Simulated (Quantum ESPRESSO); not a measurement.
## InP: equation of state with RGE2

**What was measured.**

From a printed reference work, data compilation, for a bulk crystal of InP: bulk modulus 71 GPa.

InP:

```
In P
1.0
     0.00000    2.93050    2.93050
     2.93050    0.00000    2.93050
     2.93050    2.93050    0.00000
In P
1 1
Direct
  0.00000 0.00000 0.00000
  0.75000 0.75000 0.75000
```

- Program: Quantum ESPRESSO 7.5
- Task: equation of state
- Functional: RGE2
- Potentials or basis: PseudoDojo 0.4.1 SR PBE standard
- Cutoff: 952 eV
- Density cutoff: 3810 eV
- k mesh: 8 × 8 × 8
- Occupations: fermi-dirac, width 0.05 eV
- Spin: no spin polarisation

```
Equilibrium volume                      : 25.86 Å³/atom
Bulk modulus                            : 63 GPa
Pressure derivative of the bulk modulus : 4.6
```

Energy against volume, from the lowest point:
```csv
volume (Å³/atom),energy (meV/atom)
23.657,43.48
24.160,24.75
24.663,11.64
25.167,3.56
25.670,0.00
26.173,0.48
26.677,4.57
```

All runs of the series together: 3.5 min on 1 thread of Arm Neoverse V1 (shared host).

Measured bulk modulus of InP: 71 GPa (a printed reference work, data compilation). This calculation gives 63 GPa (-10.7 %). The fit is for a static lattice scaled at fixed shape and fixed fractional positions.

Caveat: the potentials were made for another functional, which shifts forces and pressure.
